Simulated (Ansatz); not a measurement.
O, 2 atoms in the cell. The structure is trigonal, space group R-3m (No. 166). The conventional cell has a = 3.394 Å, b = 3.394 Å, c = 11.343 Å, α = 90.00°, β = 90.00°, γ = 120.00°. Around O (site symmetry 3m) lie 1 O at 1.24 Å. The real solid is made of molecules; this cell is a model form. The cell isn't the ideal one: cell stretched.

```yaml
Program: Ansatz 0.2.0
Task: relaxation of cell and atoms
Functional: r2SCAN
Dispersion: D4
Potentials_or_basis: all-electron PAW datasets made for the crystal
k_mesh: 9 × 9 × 9
Occupations: methfessel-paxton, width 0.05 eV
Spin: no spin polarisation
```

Potentials or basis: all-electron PAW datasets made for the crystal.

Launch:

```console
$ ansatz run input.yaml --threads 1 --pin off --max-ram 2560MiB --backend cpu --events-out ev --progress --plain --runs-dir out
```

Hardware: 1 thread of Arm Neoverse V2, on a shared host.

Task: Estimate the wall time of this run.

Result: It took 8.9 min on 1 thread of Arm Neoverse V2, with other jobs on the host, peak memory 1.7 GiB. Counts: scf iterations 68, plane waves 1393, k points 85, bands 10, ion steps 13.
